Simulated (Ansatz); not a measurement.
A (001) slab of Bi4Se3 (R-3m (No. 166)), 16 planes, outer planes Bi (top) and Bi (bottom), with 16 atoms (Bi10Se6) in a surface cell of A = 15.728 Å², as cut from the bulk:

```xyz
16
Lattice="4.2616 0.0000 0.0000 -2.1308 3.6907 0.0000 0.0000 0.0000 43.0908" Properties=species:S:1:pos:R:3 pbc="T T T"
Bi    0.0000    0.0000    7.5000
Bi    2.1308    1.2302    9.2511
Se    0.0000    2.4604   11.6170
Bi    0.0000    0.0000   13.1389
Se    2.1308    1.2302   14.9605
Bi    0.0000    2.4604   16.7820
Se    0.0000    0.0000   18.3040
Bi    2.1308    1.2302   20.6698
Bi    0.0000    2.4604   22.4210
Se    0.0000    0.0000   24.7868
Bi    2.1308    1.2302   26.3088
Se    0.0000    2.4604   28.1303
Bi    0.0000    0.0000   29.9519
Se    2.1308    1.2302   31.4739
Bi    0.0000    2.4604   33.8397
Bi    0.0000    0.0000   35.5908
```

All numbers below come from DFT PBEsol, scalar-relativistic, plane waves, PAW (Ansatz). Cutoff 420 eV; k points 9×9×1 on the computed 16-atom cell (Γ-centred); Gaussian smearing, width 0.10 eV; no spin polarisation. The cell repeats along c with a dipole correction in the vacuum.

The relaxed slab holds 2 formula units of Bi₄Se₃ and 2 further Bi. Against those formula units in the bulk and the further Bi in its standard state it lies 0.429 eV higher. The formation energy of Bi₄Se₃ from the standard states is -1.892 eV a formula unit (uncorrected, no zero-point or thermal terms).

Task: Over what range can the chemical potential of Bi vary, and what is the surface energy at both ends?

Result: In contact with the bulk, 4μ(Bi) + 3μ(Se) is fixed. With Δμ counted from the standard states, Δμ(Bi) ≤ 0 keeps elemental Bi from forming, and Δμ(Se) ≤ 0 requires Δμ(Bi) ≥ ΔH/4 = -0.473 eV. Other compounds of Bi and Se can narrow this range. Then γ, the mean of both faces, = [0.429 eV − 2.00·Δμ(Bi)]/(2A). At the Bi-rich end (Δμ = 0): 0.429/(2 × 15.728) × 16.02 = 0.22 J/m². At the Bi-poor end: (0.429 + 0.946)/(2 × 15.728) × 16.02 = 0.70 J/m².

Task: How does its energy depend on growth conditions?

Result: It carries an excess of Bi, so its energy falls by 1.02 J/m² for each eV that μ(Bi) rises: Bi-rich conditions lower it; whether it appears depends on the other terminations.

The surface energy runs from 0.22 J/m² at the Bi-rich end to 0.70 J/m² at the Bi-poor end. The low value fits the way the crystal is cut. Bi₄Se₃ stacks Bi₂ bilayers and Bi₂Se₃ quintuple layers, and both faces here end in a complete bilayer. The strong bonds within each block therefore stay intact, and only the weaker contact between bilayer and quintuple layer is lost. The two faces of the cut slab are related by inversion, so the mean should also describe each face separately.

The rise towards Bi-poor conditions reflects stoichiometry rather than a change in surface bonding: the slab holds one bilayer more than the bulk composition allows, and its Bi becomes costlier to supply. The upper value is probably out of reach in equilibrium, because the Bi-poor limit assumes coexistence with elemental Se, where Bi₄Se₃ would be expected to give way to the more Se-rich Bi₂Se₃. The Bi-rich value is thus the more relevant guide to this termination.
